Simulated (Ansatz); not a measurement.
Crystal: TaN.

```
Ta N
1.0
     3.04800    0.00000    0.00000
    -1.52400    2.63965    0.00000
     0.00000    0.00000    4.91800
Ta N
2 2
Direct
  0.00000 0.00000 0.00000
  0.00000 0.00000 0.50000
  0.33333 0.66667 0.25000
  0.66667 0.33333 0.75000
```

Base run:

| Property | Result |
| --- | --- |
| Program | Ansatz 0.2.0 |
| Functional | LDA |
| Potentials or basis | Ansatz PAW |
| Cutoff | 420 eV (not typed: the program's choice for these potentials) |
| k mesh | 7 × 7 × 4 |
| Occupations | gaussian, width 0.05 eV |
| Spin | collinear spin, random start |
| Starting moments | [-0.17, -0.41, 0.0, 0.0] μB |
| Hubbard terms | Ta d U = 6 eV |

Its results: band gap on the k mesh none (metal or under the smearing width); pressure 55.1 GPa; net moment 0.00 μB per cell.

Q: The run is repeated on the same cell with these changes: hubbard terms from Ta d U = 6 eV to Ta d U = 2 eV; moments at the start from [-0.17, -0.41, 0.0, 0.0] to [0.42, -0.44, 0.0, 0.0]. What comes out?

A: Band gap on the k mesh none (metal or under the smearing width); pressure 42.8 GPa; net moment 0.00 μB per cell.

Caveats: the magnetic or orbital state may not be the lowest; a pressure of tens of GPa on the cell as given is suspect, and the run, the potentials or the cell itself is likely at fault; the PAW data sets come from PBE, with cores solved anew for the run's functional, which leaves a small shift of forces and pressure; the starting moments weren't kept.
